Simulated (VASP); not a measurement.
# GaAs in VASP: one cell, several levels of theory

What does VASP give for GaAs in the zincblende structure, under +1.5 % equal strain in all directions, the cell held fixed? Runs: PBE, r2SCAN. The results are then set beside those of Ansatz 0.2.0 for the same cell.

The runs shown are made with VASP 6.6.1. PAW datasets, plane waves. No spin polarisation and no zero-point or thermal motion.

## Step 1: The cell

The cell comes from an earlier relaxation with r2SCAN in another program.

Space group F-43m (No. 216), cubic; conventional cell a = 5.751 Å, 23.78 Å³ an atom. Ga has 4 As at 2.49 Å; As has 4 Ga at 2.49 Å.

As a file:

Space group F-43m (No. 216). a = 5.751 Å, b = 5.751 Å, c = 5.751 Å, α = 90.00°, β = 90.00°, γ = 90.00°
```csv
atom,site,symmetry,x,y,z
Ga,4a,-43m,0.0000,0.0000,0.0000
As,4d,-43m,0.2500,0.2500,0.7500
```

## Step 2: PBE at this geometry

INCAR

```
ENCUT = 520.000000
SIGMA = 0.020000
EDIFF = 1.00e-07
GGA = PE
PREC = Accurate
IBRION = -1
ISIF = 2
ISMEAR = -1
NBANDS = 16
NELM = 120
NSW = 0
LASPH = .TRUE.
LCHARG = .FALSE.
LWAVE = .FALSE.
LREAL = .FALSE.
```

KPOINTS

```
KPOINTS created by Atomic Simulation Environment
0
Gamma
8 8 8
0 0 0
```

KPOINTS_OPT

```
special points
6
Reciprocal
0.0000000000 0.0000000000 0.0000000000 1
-0.5000000000 -0.5000000000 0.0000000000 1
-0.3750000000 -0.3750000000 0.2500000000 1
-0.3750000000 0.0000000000 0.3750000000 1
0.0000000000 0.0000000000 0.5000000000 1
-0.5000000000 -0.2500000000 0.2500000000 1
```

POSCAR

```
Ga As
 1.0000000000000000
     0.0000000000000000    2.8755813722000001    2.8755813722000001
     2.8755813722000001    0.0000000000000000    2.8755813722000001
     2.8755813722000001    2.8755813722000001    0.0000000000000000
 Ga  As
   1   1
Cartesian
  0.0000000000000000  0.0000000000000000  0.0000000000000000
  1.4377906860999998  1.4377906860999998  1.4377906860999998
```

The run uses the recommended PBE PAW datasets (18 valence electrons a neutral cell).

Launch:

```
> mpirun -np 1 vasp_std
```

Printed to the terminal (iteration lines stand in OSZICAR):

```text
POSCAR found type information on POSCAR GaAs
 POSCAR found :  2 types and       2 ions
 LDA part: xc-table for (Slater+PW92), standard interpolation
 POSCAR, INCAR and KPOINTS ok, starting setup
 FFT: planning ... GRIDC
 FFT: planning ... GRID_SOFT
 FFT: planning ... GRID
 WAVECAR not read
 entering main loop
 Start KPOINTS_OPT (optional k-point list driver)
k-point batch [1-6\6]
```

OSZICAR:

```text
N       E                     dE             d eps       ncg     rms          rms(c)
DAV:   1     0.832397183210E+02    0.83240E+02   -0.88706E+03   960   0.151E+03
DAV:   2    -0.169406323578E+01   -0.84934E+02   -0.80833E+02  1064   0.315E+02
DAV:   3    -0.831931227485E+01   -0.66252E+01   -0.66085E+01  1128   0.672E+01
DAV:   4    -0.842026545116E+01   -0.10095E+00   -0.10094E+00  1136   0.912E+00
DAV:   5    -0.842168584184E+01   -0.14204E-02   -0.14204E-02  1136   0.999E-01    0.275E+00
DAV:   6    -0.828660262377E+01    0.13508E+00   -0.21103E-01  1392   0.751E+00    0.165E+00
DAV:   7    -0.826985543724E+01    0.16747E-01   -0.57618E-02  1160   0.166E+00    0.555E-01
DAV:   8    -0.827075606484E+01   -0.90063E-03   -0.98142E-03  1120   0.110E+00    0.938E-02
DAV:   9    -0.827116063322E+01   -0.40457E-03   -0.93292E-04  1152   0.378E-01    0.528E-02
DAV:  10    -0.827122844810E+01   -0.67815E-04   -0.68902E-05  1256   0.759E-02    0.287E-02
DAV:  11    -0.827128268966E+01   -0.54242E-04   -0.78162E-05  1040   0.648E-02    0.373E-03
DAV:  12    -0.827128301073E+01   -0.32107E-06   -0.12802E-06  1192   0.147E-02    0.155E-03
DAV:  13    -0.827128343009E+01   -0.41936E-06   -0.57638E-07  1120   0.550E-03    0.628E-04
DAV:  14    -0.827128342551E+01    0.45798E-08   -0.11833E-08   920   0.116E-03
   1 F= -.82712834E+01 E0= -.82712658E+01  d E =-.352890E-04
       N       E                     dE             ncg
DAV:   1     0.407028879760E+03   -0.32889E+04      200
DAV:   2    -0.110110911864E+03   -0.51714E+03      224
DAV:   3    -0.147423739391E+03   -0.37313E+02      216
DAV:   4    -0.148047856714E+03   -0.62412E+00      264
DAV:   5    -0.148057035520E+03   -0.91788E-02      232
DAV:   6    -0.148057457792E+03   -0.42227E-03      296
DAV:   7    -0.148057459644E+03   -0.18521E-05      240
DAV:   8    -0.148057459694E+03   -0.49660E-07      232
```

The lines after F= are the extra pass for the points of KPOINTS_OPT, at fixed density; their E is not a total energy.

OUTCAR, selected sections:

```text
k-points           NKPTS =     29   k-points in BZ     NKDIM =     29   number of bands    NBANDS=     16

   NELECT =      18.0000    total number of electrons

   dimension x,y,z NGX =    30 NGY =   30 NGZ =   30
   dimension x,y,z NGXF=    60 NGYF=   60 NGZF=   60

  energy-cutoff  :      520.00
  volume of cell :       47.56
      direct lattice vectors                 reciprocal lattice vectors
     0.000000000  2.875581372  2.875581372    -0.173877883  0.173877883  0.173877883
     2.875581372  0.000000000  2.875581372     0.173877883 -0.173877883  0.173877883
     2.875581372  2.875581372  0.000000000     0.173877883  0.173877883 -0.173877883

 k-points in reciprocal lattice and weights: KPOINTS created by Atomic Simulation Env
   0.00000000  0.00000000  0.00000000       0.002
   0.12500000  0.00000000  0.00000000       0.016
   0.25000000  0.00000000  0.00000000       0.016
   0.37500000  0.00000000  0.00000000       0.016
   0.50000000  0.00000000  0.00000000       0.008
   0.12500000  0.12500000  0.00000000       0.012
   0.25000000  0.12500000  0.00000000       0.047
   0.37500000  0.12500000  0.00000000       0.047
[... 21 more k-points ...]

 E-fermi :   3.5464

 k-point     1 :       0.0000    0.0000    0.0000
  band No.  band energies     occupation
      1     -11.2605      2.00000
      2     -11.2605      2.00000
      3     -11.2605      2.00000
      4     -11.1932      2.00000
      5     -11.1932      2.00000
      6      -8.9047      2.00000
      7       3.4648      1.96678
      8       3.4648      1.96678
      9       3.4648      1.96678
     10       3.6054      0.09966
     11       7.1780      0.00000
     12       7.1780      0.00000
     13       7.1780      0.00000
     14      10.8955      0.00000
     15      13.4596      0.00000
     16      13.4596      0.00000

 k-point     2 :       0.1250    0.0000    0.0000
  band No.  band energies     occupation
      1     -11.2709      2.00000
      2     -11.2575      2.00000
      3     -11.2575      2.00000
      4     -11.1933      2.00000
      5     -11.1933      2.00000
      6      -8.7357      2.00000
      7       1.4682      2.00000
      8       3.2471      2.00000
      9       3.2471      2.00000
     10       4.8156      0.00000
     11       7.5035      0.00000
     12       7.5035      0.00000
     13       7.5612      0.00000
     14      11.8000      0.00000
     15      12.6552      0.00000
     16      12.6552      0.00000

 k-point     3 :       0.2500    0.0000    0.0000
  band No.  band energies     occupation
      1     -11.2943      2.00000
      2     -11.2511      2.00000
      3     -11.2511      2.00000
      4     -11.1928      2.00000
      5     -11.1928      2.00000
      6      -8.2647      2.00000
      7      -0.5798      2.00000
      8       2.8347      2.00000
      9       2.8347      2.00000
     10       4.7488      0.00000
     11       8.0040      0.00000
     12       8.0040      0.00000
     13       9.1756      0.00000
     14      12.3255      0.00000
     15      12.4140      0.00000
     16      12.4140      0.00000

 k-point     4 :       0.3750    0.0000    0.0000
  band No.  band energies     occupation
      1     -11.3159      2.00000
      2     -11.2459      2.00000
      3     -11.2459      2.00000
      4     -11.1911      2.00000
      5     -11.1911      2.00000
      6      -7.6412      2.00000
      7      -2.2125      2.00000
      8       2.5138      2.00000
      9       2.5138      2.00000
     10       4.4446      0.00000
     11       8.1156      0.00000
     12       8.1156      0.00000
     13      10.9258      0.00000
     14      12.2304      0.00000
     15      13.5026      0.00000
     16      13.5026      0.00000

 k-point     5 :       0.5000    0.0000    0.0000
  band No.  band energies     occupation
      1     -11.3244      2.00000
      2     -11.2442      2.00000
      3     -11.2442      2.00000
      4     -11.1899      2.00000
      5     -11.1899      2.00000
      6      -7.2939      2.00000
      7      -2.9050      2.00000
      8       2.3981      2.00000
      9       2.3981      2.00000
     10       4.3250      0.00000
     11       8.0785      0.00000
     12       8.0785      0.00000
     13      11.1602      0.00000
     14      13.4839      0.00000
     15      15.0818      0.00000
     16      15.0818      0.00000

 k-point     6 :       0.1250    0.1250    0.0000
  band No.  band energies     occupation
      1     -11.2772      2.00000
      2     -11.2547      2.00000
      3     -11.2547      2.00000
      4     -11.1955      2.00000
      5     -11.1916      2.00000
      6      -8.6792      2.00000
      7       1.4013      2.00000
      8       2.8595      2.00000
      9       2.8595      2.00000
     10       5.5455      0.00000
     11       6.5570      0.00000
     12       8.0730      0.00000
     13       8.0730      0.00000
     14      11.4575      0.00000
     15      12.1514      0.00000
     16      13.7049      0.00000

 k-point     7 :       0.2500    0.1250    0.0000
  band No.  band energies     occupation
      1     -11.2960      2.00000
      2     -11.2492      2.00000
      3     -11.2480      2.00000
      4     -11.1974      2.00000
      5     -11.1901      2.00000
      6      -8.3068      2.00000
      7      -0.1305      2.00000
      8       2.3671      2.00000
      9       2.4017      2.00000
     10       5.8220      0.00000
     11       6.8182      0.00000
     12       8.7793      0.00000
     13       8.8894      0.00000
     14      11.2242      0.00000
     15      13.3406      0.00000
     16      13.5409      0.00000

 k-point     8 :       0.3750    0.1250    0.0000
  band No.  band energies     occupation
      1     -11.3156      2.00000
      2     -11.2447      2.00000
      3     -11.2422      2.00000
      4     -11.1967      2.00000
      5     -11.1889      2.00000
      6      -7.7177      2.00000
      7      -1.7627      2.00000
      8       1.7927      2.00000
      9       2.1254      2.00000
     10       5.5682      0.00000
     11       7.5676      0.00000
     12       8.9435      0.00000
     13       9.5613      0.00000
     14      12.5461      0.00000
     15      13.4592      0.00000
     16      14.2854      0.00000

 k-point     9 :       0.5000    0.1250    0.0000
  band No.  band energies     occupation
      1     -11.3265      2.00000
      2     -11.2424      2.00000
      3     -11.2402      2.00000
      4     -11.1936      2.00000
      5     -11.1893      2.00000
      6      -7.2240      2.00000
      7      -2.7711      2.00000
      8       1.3841      2.00000
      9       2.1138      2.00000
     10       5.3865      0.00000
     11       7.7841      0.00000
     12       8.7091      0.00000
     13      11.0049      0.00000
     14      12.9259      0.00000
     15      14.4808      0.00000
     16      15.0850      0.00000

 k-point    10 :      -0.3750    0.1250    0.0000
  band No.  band energies     occupation
      1     -11.3234      2.00000
      2     -11.2426      2.00000
      3     -11.2419      2.00000
      4     -11.1921      2.00000
      5     -11.1913      2.00000
      6      -7.3468      2.00000
      7      -2.5388      2.00000
      8       1.2605      2.00000
      9       2.3621      2.00000
     10       5.4084      0.00000
     11       7.9960      0.00000
     12       8.4642      0.00000
     13      10.9788      0.00000
     14      12.9890      0.00000
     15      13.0516      0.00000
     16      14.7893      0.00000

 k-point    11 :      -0.2500    0.1250    0.0000
  band No.  band energies     occupation
      1     -11.3074      2.00000
      2     -11.2473      2.00000
      3     -11.2455      2.00000
      4     -11.1949      2.00000
      5     -11.1911      2.00000
      6      -7.9297      2.00000
      7      -1.2543      2.00000
      8       1.4925      2.00000
      9       2.7920      2.00000
     10       5.5901      0.00000
     11       8.1405      0.00000
     12       8.1481      0.00000
     13       9.4181      0.00000
     14      11.7256      0.00000
     15      13.0349      0.00000
     16      14.2944      0.00000

 k-point    12 :      -0.1250    0.1250    0.0000
  band No.  band energies     occupation
      1     -11.2861      2.00000
      2     -11.2542      2.00000
      3     -11.2512      2.00000
      4     -11.1949      2.00000
      5     -11.1919      2.00000
      6      -8.4648      2.00000
      7       0.3382      2.00000
      8       2.2040      2.00000
      9       3.2030      2.00000
     10       5.5193      0.00000
     11       7.4707      0.00000
     12       7.6301      0.00000
     13       8.7216      0.00000
     14      11.6936      0.00000
     15      12.5797      0.00000
     16      12.9883      0.00000

[... the tables of k-points 13 to 29 left out ...]

  Total       -0.0107551     -0.0107551     -0.0107551     -0.0000000     -0.0000000     -0.0000000
  in kB       -0.3623429     -0.3623429     -0.3623429     -0.0000000     -0.0000000     -0.0000000
  external PRESSURE =      -0.3623429 kB  Pullay stress =       0.0000000 kB

 POSITION                                       TOTAL-FORCE (eV/Angst)
 -----------------------------------------------------------------------------------
      0.00000      0.00000      0.00000         0.000000      0.000000      0.000000
      1.43779      1.43779      1.43779        -0.000000     -0.000000     -0.000000
 -----------------------------------------------------------------------------------
    total drift:                                0.000002      0.000002      0.000002

  FREE ENERGIE OF THE ION-ELECTRON SYSTEM (eV)
  ---------------------------------------------------
  free  energy   TOTEN  =        -8.2712834255 eV

  energy  without entropy=       -8.2712481365  energy(sigma->0) =       -8.27126578
```

Hardware: 1 MPI rank of Intel Xeon Platinum 8488C, shared host.

The levels at the points of KPOINTS_OPT are read from vasprun.xml.

Near the gap, in eV above the top of the last filled band v; c is the band after it:

```tsv
point	v−1	v	c	c+1
Γ	0.00	0.00	0.14	3.71
X	-2.50	-2.50	1.56	1.67
U	-3.60	-2.11	1.98	4.52
K	-3.60	-2.11	1.98	4.52
L	-1.07	-1.07	0.86	4.61
W	-3.30	-3.11	4.38	4.69
```

The PBE gap is 0.14 eV, direct at Γ. Pressure: -0.04 GPa; the forces vanish within 0.01 eV/Å.

[end of part 1 of 2]
